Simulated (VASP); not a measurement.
# MgH (P4/mmm) in VASP: further runs

Runs on MgH. Level: PBE. Tasks: single point, relaxation of cell and atoms.

Program: VASP 6.6.1. These are calculated values, not measurements. Logs are shortened: lines on timing, memory, paths and dates and some standing lists are left out, and cuts for length are marked.

## Step 1: The cell of the first run

The structure is tetragonal, space group P4/mmm (No. 123). The conventional cell has a = 2.982 Å, b = 2.982 Å, c = 3.173 Å, α = 90.00°, β = 90.00°, γ = 90.00°. Mg (site symmetry 4/mmm) has 4 H at 2.11 Å as nearest neighbours. H (site symmetry 4/mmm) has 4 Mg at 2.11 Å as nearest neighbours.

The cell was built by a generator and needn't be a form met in nature.

## Step 2: Single point, PBE (random cell by space group and Wyckoff sites (P4/mmm, No. 123))

The input, INCAR:

```
SYSTEM = MgH
  ALGO = Fast
  EDIFF = 1E-6
  ENCUT = 520
  GGA = PE
  ISIF = 2
  ISMEAR = 0
  LASPH = .True.
  LCHARG = .True.
  LELF = .True.
  LREAL = .False.
  LVHAR = .True.
  LWAVE = .False.
  NBANDS = 8
  NELM = 80
  PREC = Accurate
  SIGMA = 0.1
```

The input, KPOINTS:

```
k-points
0
Gamma
  18 18 18
  0 0 0
```

The input, POSCAR:

```
MgH
1.0
    2.9815188158      0.0000000000      0.0000000000
    0.0000000000      2.9815188158      0.0000000000
    0.0000000000      0.0000000000      3.1728782089
Mg H
1 1
Direct
    0.5000000000      0.5000000000      0.0000000000
    0.0000000000      0.0000000000      0.0000000000
```

Potentials or basis: VASP PAW PBE potentials, release 64 (Mg, H).

Command:

```console
> cat potpaw_PBE.64/Mg/POTCAR potpaw_PBE.64/H/POTCAR > POTCAR
> mpirun -np 1 vasp_std > vasp.out
```

OUTCAR:

```text
SYSTEM = MgH
   EDIFF = 1E-6
   ENCUT = 520
   GGA = PE
   ISIF = 2
   ISMEAR = 0
   LASPH = .True.
   LREAL = .False.
   NELM = 80
   PREC = Accurate

 ion  position               nearest neighbor table
   1  0.500  0.500  0.000-   2 2.11   2 2.11   2 2.11   2 2.11
   2  0.000  0.000  0.000-   1 2.11   1 2.11   1 2.11   1 2.11

  LATTYP: Found a simple tetragonal cell.
 ALAT       =     2.9815188158
 C/A-ratio  =     1.0641818499

  Lattice vectors:

 A1 = (   2.9815188158,   0.0000000000,   0.0000000000)
 A2 = (   0.0000000000,   2.9815188158,   0.0000000000)
 A3 = (   0.0000000000,   0.0000000000,   3.1728782089)

Analysis of symmetry for initial positions (statically):
=====================================================================
 Subroutine PRICEL returns:
 Original cell was already a primitive cell.

 Routine SETGRP: Setting up the symmetry group for a
 simple tetragonal supercell.

 Subroutine GETGRP returns: Found 16 space group operations
 (whereof 16 operations were pure point group operations)
 out of a pool of 16 trial point group operations.

The static configuration has the point symmetry D_4h.

Analysis of symmetry for dynamics (positions and initial velocities):
=====================================================================
 Subroutine PRICEL returns:
 Original cell was already a primitive cell.

 Routine SETGRP: Setting up the symmetry group for a
 simple tetragonal supercell.

 Subroutine GETGRP returns: Found 16 space group operations
 (whereof 16 operations were pure point group operations)
 out of a pool of 16 trial point group operations.

The dynamic configuration has the point symmetry D_4h.

 Subroutine INISYM returns: Found 16 space group operations
 (whereof 16 operations are pure point group operations),
 and found     1 'primitive' translations

----------------------------------------------------------------------------------------

                                     Primitive cell

  volume of cell :      28.2052

  direct lattice vectors                    reciprocal lattice vectors
     2.981518816  0.000000000  0.000000000     0.335399527  0.000000000  0.000000000
     0.000000000  2.981518816  0.000000000     0.000000000  0.335399527  0.000000000
     0.000000000  0.000000000  3.172878209     0.000000000  0.000000000  0.315171253

  length of vectors
     2.981518816  2.981518816  3.172878209     0.335399527  0.335399527  0.315171253

  position of ions in fractional coordinates (direct lattice)
     0.500000000  0.500000000  0.000000000
     0.000000000  0.000000000  0.000000000

  ion indices of the primitive-cell ions
   primitive index   ion index
                 1           1
                 2           2

----------------------------------------------------------------------------------------

 KPOINTS: k-points

Automatic generation of k-mesh.
 Grid dimensions read from file:
 generate k-points for:   18   18   18

 Generating k-lattice:

  Cartesian coordinates                     Fractional coordinates (reciprocal lattice)
     0.018633307  0.000000000  0.000000000     0.055555556  0.000000000  0.000000000
     0.000000000  0.018633307  0.000000000     0.000000000  0.055555556  0.000000000
     0.000000000  0.000000000  0.017509514     0.000000000  0.000000000  0.055555556

  Length of vectors
     0.018633307  0.018633307  0.017509514

  Shift w.r.t. Gamma in fractional coordinates (k-lattice)
     0.000000000  0.000000000  0.000000000

 Subroutine IBZKPT returns following result:
 ===========================================

 Found    550 irreducible k-points:

 Following reciprocal coordinates:
            Coordinates               Weight
  0.000000  0.000000  0.000000      1.000000
  0.055556  0.000000  0.000000      4.000000
  0.111111  0.000000  0.000000      4.000000
  0.166667  0.000000  0.000000      4.000000
  0.222222  0.000000  0.000000      4.000000
  0.277778  0.000000  0.000000      4.000000
[... 16 lines left out ...]
  0.277778  0.111111  0.000000      8.000000
  0.333333  0.111111  0.000000      8.000000
 [... further k-points ...]
   k-points           NKPTS =    550   k-points in BZ     NKDIM =    550   number of bands    NBANDS=      8
   number of dos      NEDOS =    301   number of ions     NIONS =      2
   total plane-waves  NPLWV =  13824
   dimension x,y,z NGX =    24 NGY =   24 NGZ =   24
   dimension x,y,z NGXF=    48 NGYF=   48 NGZF=   48
   ions per type =               1   1
   NGX,Y,Z   is equivalent  to a cutoff of  13.38, 13.38, 12.58 a.u.
   NGXF,Y,Z  is equivalent  to a cutoff of  26.76, 26.76, 25.15 a.u.
 SYSTEM =  MgH
   PREC   = accura    normal or accurate (medium, high low for compatibility)
   ISTART =      0    job   : 0-new  1-cont  2-samecut
   ICHARG =      2    charge: 1-file 2-atom 10-const
   ISPIN  =      1    spin polarized calculation?
   LNONCOLLINEAR =      F non collinear calculations
   LSORBIT =      F    spin-orbit coupling
   LASPH  =      T    aspherical Exc in radial PAW
   ENCUT  =  520.0 eV  38.22 Ry    6.18 a.u.   5.54  5.54  5.90*2*pi/ulx,y,z
   NELM   =     80;   NELMIN=  2; NELMDL= -5     # of ELM steps
   EDIFF  = 0.1E-05   stopping-criterion for ELM
   LREAL  =      F    real-space projection
   EDIFFG = 0.1E-04   stopping-criterion for IOM
   NSW    =      0    number of steps for IOM
   IBRION =     -1    ionic relax: 0-MD 1-quasi-New 2-CG
   NFREE  =      0    steps in history (QN), initial steepest desc. (CG)
   ISIF   =      2    stress and relaxation
   ISYM   =      2    0-nonsym 1-usesym 2-fastsym
   POTIM  = 0.5000    time-step for ionic-motion
   TEBEG  =    0.0;   TEEND  =   0.0 temperature during run
   PSTRESS=    0.0 pullay stress
   NELECT =       3.0000    total number of electrons
   NUPDOWN=      -1.0000    fix difference up-down
   EMIN   =  10.00;   EMAX   =-10.00  energy-range for DOS
   EFERMI =   0.00;   METHOD = LEGACY
   ISMEAR =     0;   SIGMA  =   0.10  broadening in eV -4-tet -1-fermi 0-gaus
   EFERMI_NEDOS =   21; number of points for ismear=-14 and -15
   IALGO  =     68    algorithm
   IMIX   =      4    mixing-type and parameters
     AMIX     =   0.40;   BMIX     =  1.00
     AMIX_MAG =   1.60;   BMIX_MAG =  1.00
  volume/ion in A,a.u.               =      14.10        95.17
  Fermi-wavevector in a.u.,A,eV,Ry     =   0.775662  1.465788  8.185962  0.601651
  Thomas-Fermi vector in A             =   1.877976
   LORBIT       =      0    0 simple, 1 ext, 2 COOP (PROOUT), +10 PAW based schemes
   GGA     = PE    functional components
   LHFCALC =     F    Hartree Fock is set to
   AEXX    =    0.0000 exact exchange contribution
   IVDW    =     0    specifies the selected vdW correction
   LEPSILON=     F    determine dielectric tensor
   LRPA    =     F    only Hartree local field effects (RPA)
 non-spin polarized calculation
 RMM-DIIS sequential band-by-band and
 Gauss-broadening in eV      SIGMA  =   0.10
  energy-cutoff  :      520.00
  volume of cell :       28.21
 maximum number of plane-waves:       778
 NGX is ok and might be reduce to    24
   NGX = 11   NGY = 11   NGZ = 11

 number of electron       3.0000000 magnetization

 Free energy of the ion-electron system (eV)
  ---------------------------------------------------
  ext. energy  EPLUGINS =         0.00000000
  ---------------------------------------------------
  free energy    TOTEN  =        -4.37007609 eV

  energy without entropy =       -4.36629331  energy(sigma->0) =       -4.36818470

 E-fermi :   2.2223     XC(G=0):  -8.3749

 val. band max:        2.2201160234   @ k =   0.3333   0.2222   0.1111
 cond. band min:       2.2275586788   @ k =   0.3889   0.1111   0.3889
 fundamental gap:      0.0074426554
 Fermi energy:         2.2223026333

 k-point     1 :       0.0000    0.0000    0.0000
  band No.  band energies     occupation
      1      -6.3132      2.00000
      2       5.1892      0.00000
      3       9.4418      0.00000
      4      10.2622      0.00000
      5      11.1321      0.00000
      6      11.1321      0.00000
      7      14.2734      0.00000
      8      20.2111      0.00000

 k-point     2 :       0.0556    0.0000    0.0000
  band No.  band energies     occupation
      1      -6.2655      2.00000
      2       5.1180      0.00000
      3       9.4542      0.00000
      4       9.4867      0.00000
      5      11.1738      0.00000
      6      11.8932      0.00000
      7      14.5404      0.00000
      8      19.9051      0.00000

 k-point     3 :       0.1111    0.0000    0.0000
  band No.  band energies     occupation
      1      -6.1228      2.00000
      2       4.8458      0.00000
      3       8.5435      0.00000
      4       9.6214      0.00000
      5      11.2988      0.00000
      6      12.6708      0.00000
      7      15.3484      0.00000
      8      19.1683      0.00000

 k-point     4 :       0.1667    0.0000    0.0000
  band No.  band energies     occupation
      1      -5.8877      2.00000
      2       4.2628      0.00000
      3       8.0258      0.00000
      4       9.8460      0.00000
      5      11.5069      0.00000
      6      13.1935      0.00000
      7      16.2645      0.00000
      8      18.5571      0.00000

 k-point     5 :       0.2222    0.0000    0.0000
  band No.  band energies     occupation
      1      -5.5649      2.00000
      2       3.3965      0.00000
      3       7.9333      0.00000
      4      10.1606      0.00000
      5      11.7975      0.00000
      6      13.6209      0.00000
      7      16.0673      0.00000
      8      18.3589      0.00000

 k-point     6 :       0.2778    0.0000    0.0000
  band No.  band energies     occupation
      1      -5.1632      2.00000
      2       2.4054      0.00961
      3       8.1350      0.00000
      4      10.5652      0.00000
      5      12.1690      0.00000
      6      13.9722      0.00000
      7      15.2122      0.00000
      8      17.1392      0.00000

 k-point     7 :       0.3333    0.0000    0.0000
  band No.  band energies     occupation
      1      -4.7001      2.00000
      2       1.4214      2.00000
      3       8.5189      0.00000
      4      11.0593      0.00000
      5      12.6176      0.00000
      6      13.7349      0.00000
      7      14.8837      0.00000
      8      16.0050      0.00000
[... 133 lines left out ...]
 k-point    20 :       0.1111    0.1111    0.0000
  band No.  band energies     occupation
      1      -5.9338      2.00000
      2       4.6796      0.00000
      3       7.6288      0.00000
      4       9.8013      0.00000
      5      10.8351      0.00000
      6      14.5406      0.00000
      7      15.5874      0.00000
      8      18.2416      0.00000

 k-point    21 :       0.1667    0.1111    0.0000
  band No.  band energies     occupation
      1      -5.7005      2.00000
      2       4.2699      0.00000
      3       7.1092      0.00000
      4      10.0263      0.00000
      5      10.9362      0.00000
      6      15.1611      0.00000
      7      15.8623      0.00000
      8      18.1440      0.00000

 k-point    22 :       0.2222    0.1111    0.0000
  band No.  band energies     occupation
      1      -5.3803      2.00000
      2       3.5112      0.00000
      3       6.9804      0.00000
      4      10.3415      0.00000
      5      11.2052      0.00000
      6      14.7715      0.00000
      7      16.0426      0.00000
      8      18.5243      0.00000

 k-point    23 :       0.2778    0.1111    0.0000
  band No.  band energies     occupation
      1      -4.9822      2.00000
      2       2.5640      0.00000
      3       7.1653      0.00000
      4      10.7467      0.00000
      5      11.5912      0.00000
      6      13.8642      0.00000
      7      16.3644      0.00000
      8      17.3103      0.00000

 k-point    24 :       0.3333    0.1111    0.0000
  band No.  band energies     occupation
      1      -4.5240      2.00000
      2       1.5997      2.00000
      3       7.5317      0.00000
      4      11.2417      0.00000
      5      12.0495      0.00000
      6      12.9131      0.00000
      7      16.1789      0.00000
      8      16.6944      0.00000

 [... further k-points ...]

------------------------ aborting loop because EDIFF is reached ----------------------------------------

  FORCE on cell =-STRESS in cart. coord.  units (eV):
  Direction    XX          YY          ZZ          XY          YZ          ZX
  --------------------------------------------------------------------------------------
  -------------------------------------------------------------------------------------
  Total       -0.0310851     -0.0310851     -0.0236605      0.0000000      0.0000000      0.0000000
  in kB       -1.7657702     -1.7657702     -1.3440186      0.0000000      0.0000000      0.0000000
  external PRESSURE =      -1.6251864 kB  Pullay stress =       0.0000000 kB

 VOLUME and BASIS-vectors are now :
 -----------------------------------------------------------------------------
  energy-cutoff  :      520.00
  volume of cell :       28.21
      direct lattice vectors                 reciprocal lattice vectors
     2.981518816  0.000000000  0.000000000     0.335399527  0.000000000  0.000000000
     0.000000000  2.981518816  0.000000000     0.000000000  0.335399527  0.000000000
     0.000000000  0.000000000  3.172878209     0.000000000  0.000000000  0.315171253

 POSITION                                       TOTAL-FORCE (eV/Angst)
 -----------------------------------------------------------------------------------
      1.49076      1.49076      0.00000         0.000000      0.000000      0.000000
      0.00000      0.00000      0.00000         0.000000      0.000000      0.000000
 -----------------------------------------------------------------------------------
    total drift:                               -0.000000      0.000000      0.000000

  FREE ENERGIE OF THE ION-ELECTRON SYSTEM (eV)
  ---------------------------------------------------
  free  energy   TOTEN  =        -4.3700760927 eV

  energy  without entropy=       -4.3662933115  energy(sigma->0) =       -4.36818470
```

Wall time 99 s (1 thread of Intel Xeon Platinum 8175M at 2.50GHz (Skylake/Cascade Lake), shared host); peak memory 0.26 GiB.

What came out:

| Property | Result |
| --- | --- |
| Free energy | -4.3701 eV |
| Pressure | -0.2 GPa |
| Band gap on the k mesh | none (metal or under the smearing width) |

## Step 3: Relaxation of cell and atoms, PBE (random cell by space group and Wyckoff sites (P4/mmm, No. 123))

The input, INCAR:

```
ALGO     = Fast           # electronic algorithm
EDIFF    = 1E-7           # SCF threshold, eV
EDIFFG   = -0.01          # ionic threshold
ENCUT    = 600            # plane-wave cutoff, eV
GGA      = PE             # functional
IBRION   = 2              # ionic algorithm
ISIF     = 3              # what is computed and relaxed
ISMEAR   = 0              # smearing method
LASPH    = T              # aspherical terms in the spheres
LCHARG   = F              # write CHGCAR
LREAL    = F              # projectors in reciprocal space
LWAVE    = F              # write WAVECAR
NELM     = 100            # most SCF steps
NSW      = 100            # ionic steps
PREC     = Accurate       # precision mode
SIGMA    = 0.1            # smearing width, eV
```

The input, KPOINTS:

```
k-points
0
Gamma
  18 18 18
```

The input, POSCAR:

```
MgH
1.0
    2.9756153567      0.0000000000      0.0000000000
    0.0000000000      2.9756153567      0.0000000000
    0.0000000000      0.0000000000      3.1855448870
Mg H
1 1
Direct
    0.5000000000      0.5000000000      0.0000000000
    0.0000000000      0.0000000000      0.0000000000
```

Potentials or basis: VASP PAW PBE potentials, release 64 (Mg, H).

Command:

```console
> cat potpaw_PBE.64/Mg/POTCAR potpaw_PBE.64/H/POTCAR > POTCAR
> mpirun -np 1 vasp_std > vasp.out
```

It took 2.8 min on 1 thread of Intel Xeon Platinum 8175M at 2.50GHz (Skylake/Cascade Lake), shared host; peak memory 0.27 GiB.

It converged, with:

```
Free energy                            : -4.3706 eV
Relaxed volume                         : 14.08 Å³/atom
Relaxed cell                           : a = 2.980 Å, b = 2.980 Å, c = 3.170 Å, α = 90.00°, β = 90.00°, γ = 90.00°
Space group after relaxing (to 0.05 Å) : P4/mmm (No. 123)
Energy gained by relaxing              : 0.1 meV/atom
Ionic steps                            : 3
Pressure after relaxing                : -0.1 GPa
Band gap on the k mesh                 : none (metal or under the smearing width)
```

The path:
| step | energy change (eV) | largest force (eV/Å) | pressure (GPa) | volume (Å³) |
| --- | --- | --- | --- | --- |
| 1 | 0.0000 | 0.0000 | -0.04 | 28.21 |
| 2 | -0.0001 | 0.0000 | -0.05 | 28.19 |
| 3 | -0.0002 | 0.0000 | -0.06 | 28.16 |

Final structure:
```xyz
2
Lattice="2.9801 0.0000 0.0000 0.0000 2.9801 0.0000 0.0000 0.0000 3.1704" Properties=species:S:1:pos:R:3 pbc="T T T"
Mg    1.4900    1.4900    0.0000
H     0.0000    0.0000    0.0000
```

Levels at points of the mesh, in eV from the Fermi level:
| k point | band 1 | band 2 | band 3 | band 4 |
| --- | --- | --- | --- | --- |
| (0.00, 0.00, 0.00) | -8.54 | 2.97 | 7.23 | 8.04 |
| (0.50, 0.00, 0.00) | -5.83 | -2.62 | 7.57 | 9.54 |
| (0.50, 0.50, 0.00) | -3.83 | 0.82 | 0.82 | 2.23 |
| (0.00, 0.00, 0.50) | -6.71 | -2.42 | 9.14 | 9.91 |
| (0.50, 0.00, 0.50) | -4.59 | 0.83 | 1.16 | 2.04 |
| (0.50, 0.50, 0.50) | -2.99 | 3.24 | 3.24 | 4.57 |

## Step 4: Single point, PBE (random cell by space group and Wyckoff sites (P4/mmm, No. 123))

The input, INCAR:

```
SYSTEM = MgH
PREC = Accurate
ENCUT = 520
EDIFF = 1E-6
ISMEAR = 0
SIGMA = 0.1
LREAL = .False.
LASPH = .True.
NELM = 80
ALGO = Normal
ISIF = 2
LWAVE = .False.
LCHARG = .False.
GGA = PE
NBANDS = 8
```

The input, KPOINTS:

```
regular mesh
0
Gamma
  6 6 6
  0 0 0
```

POSCAR is that of step 3.

Command:

```console
> cat potpaw_PBE.64/Mg/POTCAR potpaw_PBE.64/H/POTCAR > POTCAR
> mpirun -np 1 vasp_std > vasp.out
```

Run time: 11 s. Hardware: 1 thread of Intel Xeon Platinum 8175M at 2.50GHz (Skylake/Cascade Lake), shared host; peak memory 0.14 GiB.

The run converged. Its results:

```
Free energy            : -4.3511 eV
Pressure               : -0.1 GPa
Band gap on the k mesh : none (metal or under the smearing width)
```

Stress tensor (GPa, compression positive):
```
-0.08  0.00  0.00
 0.00 -0.08  0.00
 0.00  0.00 -0.22
```

Levels at points of the mesh, in eV from the Fermi level:
```csv
k point,band 1,band 2,band 3,band 4,band 5
"(0.00, 0.00, 0.00)",-8.37,3.12,7.28,8.25,9.14
"(0.50, 0.00, 0.00)",-5.66,-2.42,7.74,9.69,10.70
"(0.50, 0.50, 0.00)",-3.66,1.02,1.02,2.45,13.90
"(0.00, 0.00, 0.50)",-6.58,-2.25,9.31,10.07,11.49
"(0.50, 0.00, 0.50)",-4.44,0.97,1.35,2.22,11.53
"(0.50, 0.50, 0.50)",-2.85,3.39,3.39,4.78,5.74
```

(Continued in part 2 of 2.)
